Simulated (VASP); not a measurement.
Set up this calculation in VASP 6.6.1, as the native input.

* Task: relaxation of cell and atoms
* Functional: PBE
* Potentials or basis: VASP PAW PBE potentials, release 64 (Pt)
* Cutoff: 520 eV
* k mesh: 18 × 18 × 18
* Occupations: gaussian, width 0.1 eV
* Spin: no spin polarisation
* Further INCAR settings: ALGO = Fast; EDIFF = 1e-07; AMIX = 0.2; IBRION = 2; EDIFFG = -0.002; NSW = 80; ISIF = 3

The structure of Pt lies in POSCAR:

```
Pt                                      
1.0
   -0.0000000000      1.9837561877      1.9837561877
    1.9837561877      0.0000000000      1.9837561877
    1.9837561877      1.9837561877      0.0000000000
  Pt            
     1
Direct
     0.0000000000000000    0.0000000000000000    0.0000000000000000
```

The input as run:

INCAR

```
PREC = Accurate
ENCUT = 520
EDIFF = 1E-7
ISMEAR = 0
SIGMA = 0.1
LREAL = False
LASPH = True
NELM = 60
ALGO = Fast
ISIF = 3
LWAVE = False
LCHARG = False
GGA = PE
IBRION = 2
NSW = 80
EDIFFG = -0.002
AMIX = 0.2
```

KPOINTS

```
Automatic mesh
0
Gamma
  18 18 18
```

Potentials or basis: VASP PAW PBE potentials, release 64 (Pt).

Run with:

```console
$ cat potpaw_PBE.64/Pt/POTCAR > POTCAR
$ mpirun -np 1 vasp_std > vasp.out
```

It gave:

| Quantity | Value |
| --- | --- |
| Energy gained by relaxing | 0.0 meV/atom |
| Ionic steps | 4 |
| Pressure after relaxing | 0.0 GPa |
| Band gap on the k mesh | none (metal or under the smearing width) |

Wall time 28 s on 1 thread of Intel(R) Xeon(R) Platinum 8488C (Sapphire Rapids), on a shared host, peak memory 0.17 GiB.
